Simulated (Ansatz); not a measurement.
Computed results, one entry a study.

**SnSe2 (layers cut from the bulk crystal): band gap by G0W0 on HSE06**

The cell holds 6 atoms: 4 Se and 2 Sn. Its edges and angles: a = 3.837 Å, b = 3.837 Å, c = 41.600 Å, α = 90.0°, β = 90.0°, γ = 120.0°. It derives from SnSe2. Regions: layer 1, 3 atoms (2 Se and 1 Sn); layer 2, 3 atoms (2 Se and 1 Sn). Vacuum lies along c.

```xyz
6
Lattice="3.8366 0.0000 0.0000 -1.9183 3.3226 0.0000 0.0000 0.0000 41.6000" Properties=species:S:1:pos:R:3
Se    0.0000    2.2150   16.2122
Sn    0.0000    0.0000   17.8062
Se    1.9183    1.1075   19.4010
Se    0.0000    2.2150   22.1990
Sn    0.0000    0.0000   23.7938
Se    1.9183    1.1075   25.3878
```

```yaml
method: G0W0 on HSE06, plane waves, PAW; PAW set soft_1 (and 1 further level or step)
program: Ansatz 0.2.0
settings_of_one_run: cutoff 420 eV, 6×6×1 k-mesh, PAW set soft 1, empty bands 293, screening cutoff 39 eV, screening contour deformation, QP bands (v2, c2)
cost: 2 runs, 2.3 min in all on 1 × NVIDIA H100 80GB HBM3 (shared by 6 runs) with 2 threads of AMD EPYC 7R13 (Zen 3), shared host (the runs of this entry)
notes: In doubt: masses and optical values from hybrid runs of this build are listed as unsure (in some of the runs), which bears on the screening that GW takes from such a start. Values taken over the cell’s volume include its vacuum. The structure was relaxed with PBE-D3(BJ). Limits: coarse mesh for a sheet; no spin-orbit coupling. Two runs of this series at another level, not shown as steps, test spin-orbit coupling. PBE+SOC against PBE: 0.643 − 0.659 = −0.016 eV. Mesh, set of files and cutoff are the same, but the valence top lies at another k point, so this need not be the shift of one pair of states. The spin-orbit run sees mesh and listed points alone, so its gap is an upper bound: the coupling can move an edge off these points, and the change over the zone, its sign included where it is small, is not known.
hse06_gap_over_mesh_and_listed_points: 1.286 eV, from k = (0.150, 0.000, 0.000) to k = (0.500, 0.000, 0.000)
g0w0_hse06_gap_over_6_of_7_irreducible_mesh_points: 1.690 eV, from k = (0.000, 0.167, 0.000) to k = (0.000, -0.500, 0.000)
gw_settings: 6×6×1 mesh, 293 empty bands, screening to 39 eV, PAW set soft_1 files
known_limits: finite bands, screening cutoff and k mesh; no spin-orbit coupling in G0W0; screening cutoff under 40 eV
```

Over 6 of 7 irreducible mesh points the G0W0 gap is 1.690 eV, from k = (0.000, 0.167, 0.000) to k = (0.000, -0.500, 0.000). The HSE06 gap of this run on the mesh is 1.289 eV. The two states that bound the G0W0 gap lie that far apart at the start, so the correction of the gap is 1.690 − 1.289 = +0.401 eV. The valence state moves by −6.226 − (−6.473) = +0.247 eV and the conduction state by −4.536 − (−5.184) = +0.648 eV, on the run's own scale; how far single levels stand from their limit in bands is not shown.

[Paths, hosts, dates, memory and timing lines, banners, echoed tables and standing remarks are left out of the program output.]

[Logs are printed without paths, hosts, clocks, repeated set-up lines and the standing remarks that a program may print on its own settings, such as how far it seeks lower states.]

[Runs of the session that timed out or met a known fault of the program may be left out.]

[Cells called generated may have been cut or substituted from an entry of the Crystallography Open Database or the Materials Project.]

[Hosts, paths, dates, database ids (printed as entryN), source tags and the programs' standing remarks are cut or masked in the printed files.]
